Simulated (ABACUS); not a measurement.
# Ge: equation of state with HLE16

Crystal: Ge.

```xyz
2
Lattice="0.0000 2.8289 2.8289 2.8289 0.0000 2.8289 2.8289 2.8289 0.0000" Properties=species:S:1:pos:R:3 pbc="T T T"
Ge    4.2434    4.2434    4.2434
Ge    2.8289    2.8289    2.8289
```

```json
{"Program": "ABACUS 3.10.1", "Task": "equation of state", "Functional": "HLE16", "Potentials or basis": "PseudoDojo NC SR 0.5 PBE stringent", "Cutoff": "1687 eV", "Density cutoff": "6748 eV", "Basis": "plane waves", "k mesh": "6 × 6 × 6", "Occupations": "fermi-dirac, width 0.05 eV", "Spin": "no spin polarisation"}
```

| Quantity | Value |
| --- | --- |
| Equilibrium volume | 20.31 Å³/atom (rough: see the caveat) |
| Bulk modulus | 105 GPa (rough) |

Energy against volume, from the lowest point:
```
volume (Å³/atom)  energy (meV/atom)
          21.281               0.00
          22.186              32.06
          23.092              77.26
          23.997             131.47
```

All runs of the series together: 36 s on 4 threads of AMD EPYC 9R45 96-Core Processor (Zen 5), with other jobs on the host.

Caveat: the potentials were made for a functional far from this one; the minimum lies outside the volumes run; the potentials were made for another functional, which shifts forces and pressure.
